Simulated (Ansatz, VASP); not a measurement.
Two plane-wave programs on KCl (Sylvite)

```
CELL_PARAMETERS angstrom
0.00000 3.14647 3.14647
3.14647 0.00000 3.14647
3.14647 3.14647 0.00000
ATOMIC_POSITIONS crystal
K 0.00000 0.00000 0.00000
Cl 0.50000 0.50000 0.50000
```

Alike in both runs: task single point; functional PBE; k mesh 6 × 6 × 6; no spin polarisation.

```csv
,VASP,Ansatz
version,VASP 6.6.1,Ansatz 0.2.0
potentials or method,"VASP PAW PBE potentials, release 64 (K_sv, Cl)","plane waves, PAW"
plane-wave cutoff (eV),520,422
occupations,"gaussian, width 0.01 eV",fixed
valence electrons in the cell,16,16
```

|  | VASP | Ansatz | Ansatz less VASP |
| --- | --- | --- | --- |
| pressure (GPa) | 0.8 | 0.8 | -0.02 |
